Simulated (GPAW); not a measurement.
Here is a GPAW 26.7.0 calculation.

Contents of run.py:

```python
from ase import Atoms
from ase.eos import EquationOfState
from ase.io import Trajectory
from ase.units import GPa
from gpaw import GPAW, PW

atoms = Atoms(['Mo', 'P'],
              cell=[[3.223, 0.0, 0.0],
                    [-1.6115, 2.7911998764, 0.0],
                    [0.0, 0.0, 3.191]],
              scaled_positions=[[0.0, 0.0, 0.0],
                                [0.3333333333, 0.6666666667, 0.5]],
              pbc=True)

traj = Trajectory('eos.traj', 'w')
volumes, energies = [], []
for x in [0.94, 0.96, 0.98, 1.0, 1.02, 1.04, 1.06]:
    a = atoms.copy()
    a.set_cell(atoms.cell * x**(1 / 3), scale_atoms=True)
    calc = GPAW(mode=PW(600),
                xc='LDA',
                kpts={'size': (8, 8, 7), 'gamma': True},
                occupations={'name': 'fermi-dirac', 'width': 0.05},
                nbands=20,
                convergence={'density': 1e-05, 'energy': 1e-05},
                maxiter=150,
                txt=f'eos-{x:.2f}.txt')
    a.calc = calc
    energies.append(a.get_potential_energy(force_consistent=True))
    volumes.append(a.get_volume())
    p = -a.get_stress()[:3].mean() / GPa
    calc.write(f'eos-{x:.2f}.gpw')
    traj.write(a)
    print(f'{x:.2f} {volumes[-1]:10.4f} A^3 {energies[-1]:14.6f} eV {p:9.3f} GPa', flush=True)

v0, e0, B = EquationOfState(volumes, energies, eos='birchmurnaghan').fit()
print(f'V0 = {v0:.4f} A^3, E0 = {e0:.6f} eV, B0 = {B / GPa:.2f} GPa')
```

Potentials or basis: the program's PAW data sets (release 1.2.1) made for this functional, pw.

Launch:

```console
$ OMP_NUM_THREADS=1 python run.py
```

Predict the pressure derivative of the bulk modulus.

4.4.

Predict the bulk modulus at fixed shape and positions.

250 GPa.

Estimate the equilibrium volume.

13.92 Å³/atom.

Energy against volume, from the lowest point:
```tsv
volume (Å³/atom)	energy (meV/atom)
13.492	9.57
13.779	0.00
14.066	0.17
14.353	9.06
14.640	25.76
14.927	49.43
15.214	79.33
```

Caveat: the cell was scaled at fixed shape and fractional positions, which overstates the stiffness of a crystal with free parameters, most of all of layers and chains.
